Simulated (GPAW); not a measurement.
Nb: single point with PBE

Crystal: Nb.

```
Nb
1.0
    -1.66395    1.66395    1.66395
     1.66395   -1.66395    1.66395
     1.66395    1.66395   -1.66395
Nb
1
Cartesian
  0.0000 0.0000 0.0000
```

| Property | Result |
| --- | --- |
| Program | GPAW 26.7.0 |
| Task | single point |
| Functional | PBE |
| Potentials or basis | GPAW PAW data sets (gpaw-data 1.2.1) |
| Cutoff | 600 eV |
| Basis | pw |
| k mesh | 11 × 11 × 11 |
| Occupations | gaussian, width 0.022 eV |
| Spin | no spin polarisation |

The pressure is -2.5 GPa. The band gap on the k mesh is none (metal or under the smearing width).

Levels at points of the mesh, in eV from the Fermi level:
```tsv
k point	band 3	band 4	band 5	band 6	band 7	band 8	band 9	band 10
(0.00, 0.00, 0.00)	-29.75	-29.75	-5.79	0.43	0.43	0.43	3.25	3.25
```

It took 12 s on 1 thread of Arm Neoverse V1, on a shared host, peak memory 0.14 GiB.
